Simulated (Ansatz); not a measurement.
# A film clamped to a substrate in CuO

The calculation used Ansatz 0.2.0, DFT PBEsol, scalar-relativistic, plane waves, PAW. Settings: plane waves to 420 eV, k-mesh 16×16×10 (Γ-centred), Gaussian smearing 0.15 eV. No spin polarisation. Energies are free energies at this smearing, counted from the undisturbed cell; pressure is positive in compression.

Reference structure (relaxed at this level; this form isn't the usual structure):

```xyz
4
Lattice="2.8940 -0.0155 -0.0040 0.0238 2.8939 -0.0039 0.0103 0.0102 5.0924" Properties=species:S:1:pos:R:3 pbc="T T T"
Cu    1.4522   -0.0026    2.5442
Cu    0.0119    1.4470   -0.0020
O     0.0271    2.8957    1.2691
O     2.9010   -0.0070    3.8153
```

The cell (4 atoms, V0 = 42.65 Å³) is strained by p along both x and y and by q along z, fractional coordinates fixed. τp = (1/V0) ∂E/∂p = (σxx + σyy)(1 + p)(1 + q) and τq = (1/V0) ∂E/∂q = σzz(1 + p)², with tension positive.

| p | q | ΔE (meV/atom) | τp (GPa) | τq (GPa) |
| --- | --- | --- | --- | --- |
| 0.000 | 0.000 | 0.00 | -0.01 | 0.00 |
| -0.030 | 0.000 | 19.80 | -20.46 | -9.69 |
| 0.030 | 0.000 | 17.39 | 16.90 | 7.63 |
| 0.000 | -0.030 | 11.67 | -9.34 | -11.98 |
| 0.000 | 0.030 | 10.60 | 7.92 | 10.37 |

Task: Get the second derivatives of the energy density.

Result: Central differences give A = ∂τp/∂p = 623 GPa (C11 + C22 + 2 C12), C = ∂τq/∂q = 373 GPa (C33) and the cross term B = ∂τq/∂p = 289 GPa (C13 + C23); ∂τp/∂q = 288 GPa must equal B, and any difference shows higher-order terms. Steps this large leave an error of some per cent of A or C in all of these, which can swamp a small B. The ions are clamped.

Task: A film of this crystal grows with z along the normal on a substrate that imposes p. How does its thickness respond, and what does the misfit cost?

Result: Count p and q from the stress-free cell. A free surface needs τq = 0, so q = −(B/C) p = -0.77 p. The energy density left is (A − B²/C) p²/2 = M p², with the biaxial modulus M = 199 GPa; a misfit of 1 % costs 1.33 meV/atom, against 2.07 meV/atom if the thickness were held.

No gap shows at this level, though a semilocal functional can close a small gap that the real compound has; without a gap these slopes depend on the k mesh and the smearing.

Letting the film thickness respond lowers the cost of a 1 % misfit from 2.07 to 1.33 meV/atom, so the in-plane and normal strains are strongly coupled. The geometry explains this. Copper sits in planar CuO4 units that stand upright in the film, and every Cu–O bond is inclined to z. In-plane stretching therefore lengthens the bonds, and thinning the film shortens them again. The compensation is only partial, and the volume still grows under tension, probably because the O–Cu–O angles and the repulsion between ions also resist the change of shape.

The missing gap conflicts with the known character of CuO, an antiferromagnetic charge-transfer insulator. The likely cause is the suppression of local moments on Cu(II), which leaves the d9 hole in a partly filled, antibonding Cu 3d–O 2p band. The elastic values thus describe a nonmagnetic metal, and magnetic order could shift them. Whether a film would keep this form against a shear towards monoclinic tenorite is not tested by these strains.
